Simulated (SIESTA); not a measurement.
CdSe:

```
CELL_PARAMETERS angstrom
0.00000 3.07027 3.07027
3.07027 0.00000 3.07027
3.07027 3.07027 0.00000
ATOMIC_POSITIONS crystal
Cd 0.00000 0.00000 0.00000
Se 0.25000 0.25000 0.25000
```

Measurements of this composition are mostly on another form, of space group No. 186.

Base run:

```yaml
Program: SIESTA 5.4.2
Functional: PBE
Potentials_or_basis: PseudoDojo 0.4 standard (PBE files)
Basis: DZP (energy shift 0.002 Ry)
Grid_cutoff: 800 Ry
Energy_shift: 0.002 Ry
k_mesh: 8 × 8 × 8
Occupations: fermi-dirac, width 0.05 eV
Spin: no spin polarisation
```

Its results: band gap on the k mesh 0.81 eV, direct; pressure 2.0 GPa.

After a change of settings the same cell gave: band gap on the k mesh 0.81 eV, direct; pressure 4.4 GPa. Which change was it?
A. functional from PBE to BLYP
B. k mesh from 8 × 8 × 8 to 6 × 6 × 6
C. basis from DZP (energy shift 0.002 Ry) to DZP (energy shift 0.003 Ry; two zetas on semicore shells); energy shift from 0.002 Ry to 0.003 Ry
D. basis from DZP (energy shift 0.002 Ry) to TZTP (energy shift 0.002 Ry)

A.

BLYP binds less tightly than PBE, so the same cell stands under more pressure.

Caveats: semicore shells carry a single zeta, which can move pressures by several GPa and volumes by a few percent; the basis of atomic orbitals isn't converged, which shifts pressures, moduli and gaps; the potentials were made for another functional, which shifts forces and pressure (some runs).

Not every run made on this cell is shown here.
